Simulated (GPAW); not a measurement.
Input of a GPAW 26.7.0 run:

Contents of run.py:

```python
from ase import Atoms
from ase.dft.bandgap import bandgap
from ase.io import write
from ase.units import GPa
from gpaw import GPAW, PW

atoms = Atoms(['Y', 'N'],
              cell=[[0.0, 2.4385, 2.4385],
                    [2.4385, 0.0, 2.4385],
                    [2.4385, 2.4385, 0.0]],
              scaled_positions=[[0.0, 0.0, 0.0],
                                [0.5, 0.5, 0.5]],
              pbc=True)

calc = GPAW(mode=PW(650),
            xc='LDA',
            kpts={'size': (8, 8, 8), 'gamma': True},
            occupations={'name': 'fermi-dirac', 'width': 0.05},
            setups={'Y': ':d,2.0'},
            nbands=18,
            maxiter=120,
            txt='gpaw.txt')
atoms.calc = calc
energy = atoms.get_potential_energy()
forces = atoms.get_forces()
stress = atoms.get_stress()
calc.write('gs.gpw')
write('result.traj', atoms)
print(f'Energy: {energy:.6f} eV')
print('Forces (eV/A):')
print(forces.round(4))
print('Stress (GPa):', (stress / GPa).round(3))
print('Fermi level:', round(calc.get_fermi_level(), 4), 'eV')
print(f'Gap: {bandgap(calc)[0]:.4f} eV, direct: {bandgap(calc, direct=True)[0]:.4f} eV')
```

Potentials or basis: the program's PAW data sets (release 1.2.1) made for this functional, pw.

Launch:

```bash
$ OMP_NUM_THREADS=1 python run.py
```

Problem. Estimate the pressure.

Solution. -4.2 GPa.

Problem. What does it give for the band gap on the k mesh?

Solution. 0.46 eV, indirect (least direct gap 0.88 eV).

Caveat: the cutoff is short for stress and forces, so pressures can be off by a GPa or more. A k mesh can miss the band edges.
